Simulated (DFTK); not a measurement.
Runs of DFTK 0.8.2 on Au. The typed cell holds 1 atom: a = 2.930 Å, b = 2.886 Å, c = 2.882 Å, α = 57.93°, β = 64.48°, γ = 57.26°. This isn't the form of Au at room conditions, which is fcc.

```csv
task,level,potentials or basis,k mesh,cutoff (eV),valence electrons,mesh quality,gap on the mesh (eV),pressure (GPa)
single point,PBE,dojo.nc.sr.pbe.v0_5.standard.upf (PBE),8 × 8 × 8,1034,Au 19,not flagged,none,10.1
single point,PBE,SG15 1.2 (PBE),8 × 8 × 8,1225,Au 19,not flagged,none,(a)
single point,PBE,"cp2k.nc.sr.pbe.v0_1.largecore.gth (PBE, GTH)",8 × 8 × 8,1197,Au 11,not flagged,none,15.3
single point,PBE,"in-house norm-conserving set (PBE, scalar relativistic)",8 × 8 × 8,1034,Au 19,not flagged,none,10.6
band structure,PBEsol,SG15 1.2 (PBE),6 × 7 × 6,1225,Au 19,coarse,none,1.9
band structure,BJ06,SG15 1.2 (PBE),6 × 7 × 6,1225,Au 19,coarse,none,-
single point,PBE,dojo.nc.sr.pbe.v0_4_1.standard.upf (PBE),8 × 8 × 8,1034,Au 19,not flagged,none,10.1
single point,PBE,dojo.nc.sr.pbe.v0_5.stringent.upf (PBE),8 × 8 × 8,1034,Au 19,not flagged,none,10.1
band structure,LDA,SG15 1.2 (PBE),6 × 7 × 6,1225,Au 19,coarse,none,-2.5
single point,PBE,"cp2k.nc.sr.pbe.v0_1.semicore.gth (PBE, GTH)",8 × 8 × 8,1197,Au 11,not flagged,none,15.3
band structure,r2SCAN,SG15 1.2 (PBE),6 × 7 × 6,1225,Au 19,coarse,none,6.4
single point,PBE,SPMS 1.0 (PBE),8 × 8 × 8,1225,Au 19,not flagged,none,10.6
```

Alike in all rows: no spin polarisation; cell as given; smearing fermi-dirac 0.05 eV.

Task: Fill in the values left out.

Result: (a) 10.7.

Caveats: some runs use coarse meshes; the potentials were made for another functional, which shifts forces and pressure (some runs); spin-orbit coupling is left out, which moves the levels of the heavy elements (some runs); GTH potentials come without recommended cutoffs, and this one wasn't checked for convergence (some runs); the program leaves the constant c of mgga_x_tb09 at 1, so the potential is Becke-Johnson's (BJ06) and not Tran and Blaha's, with levels but no total energy (some runs).

A k mesh can miss the band edges, and the runs leave out spin-orbit coupling on Au.

A gap of «none» marks a metal or a gap under the smearing width.
